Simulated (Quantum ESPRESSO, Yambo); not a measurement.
An input for Quantum ESPRESSO 7.5 (As (buckled honeycomb monolayer)):

```
&control
  calculation = 'bands'
  prefix = 'x'
  outdir = 'o'
  pseudo_dir = 'pseudo'
/
&system
  ibrav = 0
  nat = 2
  ntyp = 1
  ecutwfc = 100.0
  nbnd = 58
  force_symmorphic = .true.
  noncolin = .true.
  lspinorb = .true.
/
&electrons
  conv_thr = 1e-9
  electron_maxstep = 80
  diago_full_acc = .true.
  diago_thr_init = 5e-6
/
ATOMIC_SPECIES
  As 74.922 As.upf
CELL_PARAMETERS angstrom
  3.6112698141 -0.0000000000 0.0000000000
  -1.8056349070 3.1274513989 0.0000000000
  0.0000000000 0.0000000000 14.0000000000
ATOMIC_POSITIONS crystal
  As 0.3333333333 0.6666666667 0.4503483115
  As 0.6666666667 0.3333333333 0.5496516885
K_POINTS crystal
  25
  0.00000000 0.00000000 0.00000000 1
  0.06250000 0.00000000 0.00000000 1
  0.12500000 0.00000000 0.00000000 1
  0.18750000 0.00000000 0.00000000 1
  0.25000000 0.00000000 0.00000000 1
  0.31250000 0.00000000 0.00000000 1
  0.37500000 0.00000000 0.00000000 1
  0.43750000 0.00000000 0.00000000 1
  0.50000000 0.00000000 0.00000000 1
  0.47916667 0.04166667 0.00000000 1
  0.45833333 0.08333333 0.00000000 1
  0.43750000 0.12500000 0.00000000 1
  0.41666666 0.16666666 0.00000000 1
  0.39583333 0.20833333 0.00000000 1
  0.37500000 0.25000000 0.00000000 1
  0.35416666 0.29166666 0.00000000 1
  0.33333333 0.33333333 0.00000000 1
  0.29166666 0.29166666 0.00000000 1
  0.25000000 0.25000000 0.00000000 1
  0.20833333 0.20833333 0.00000000 1
  0.16666666 0.16666666 0.00000000 1
  0.12500000 0.12500000 0.00000000 1
  0.08333333 0.08333333 0.00000000 1
  0.04166667 0.04166667 0.00000000 1
  0.00000000 0.00000000 0.00000000 1
```

```sh
OMP_NUM_THREADS=1 mpirun -n 8 pw.x -nk 8 -in pw.in > pw.out
```

Q: Estimate wall time and host memory on 8 MPI ranks of Arm Neoverse V1, shared host.

It took 46 s; on shared hardware allow 23 s to 92 s. Peak host memory was 2.5 GiB.

[Paths, hosts, dates, memory and timing lines, banners, echoed tables and standing remarks are left out of the program output.]

[Logs are printed without paths, hosts, clocks, repeated set-up lines and the standing remarks that a program may print on its own settings, such as how far it seeks lower states.]

[Runs of the session that timed out or met a known fault of the program may be left out.]

[Hosts, paths, dates, database ids (printed as entryN), source tags and the programs' standing remarks are cut or masked in the printed files.]
